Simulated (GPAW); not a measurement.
Crystal: Al.

```
Al
1.0
     2.82708    0.00000    0.00000
    -1.41354    2.44832    0.00000
     0.00000    0.00000    9.18599
Al
4
Direct
  0.66667 0.33333 0.75000
  0.00000 0.00000 0.50000
  0.33333 0.66667 0.25000
  0.00000 0.00000 0.00000
```

This isn't the form of Al at room conditions, which is fcc.

* Program: GPAW 26.7.0
* Task: single point
* Functional: PBEsol
* Potentials or basis: PAW data sets generated in the run's folder for this functional
* Cutoff: 600 eV
* Basis: pw
* k mesh: 11 × 11 × 3
* Occupations: fermi-dirac, width 0.05 eV
* Spin: no spin polarisation

On this cell: pressure 2.1 GPa; largest force under 0.003 eV/Å; band gap on the k mesh none (metal or under the smearing width).

The same run follows on a disturbed copy (atoms moved at random, drawn with an rms of 0.05 Å):

```
CELL_PARAMETERS angstrom
2.82708 0.00000 0.00000
-1.41354 2.44832 0.00000
0.00000 0.00000 9.18599
ATOMIC_POSITIONS crystal
Al 0.65127 0.31810 0.75372
Al 0.99320 0.99651 0.49419
Al 0.34628 0.67745 0.24799
Al 0.99426 0.99988 0.99927
```

Problem. What changes?

Solution. The energy (extrapolated to zero smearing) moves by +4.2 meV/atom; pressure 2.3 GPa; largest force 0.333 eV/Å; band gap on the k mesh none (metal or under the smearing width).

Forces in eV/Å, atoms in the order of the input:
```
Al   0.012  0.045 -0.330
Al   0.024  0.011  0.310
Al  -0.057 -0.049 -0.032
Al   0.020 -0.006  0.052
```

Stress tensor (GPa, compression positive):
```
 1.63  0.03  0.00
 0.03  1.54 -0.03
 0.00 -0.03  3.72
```
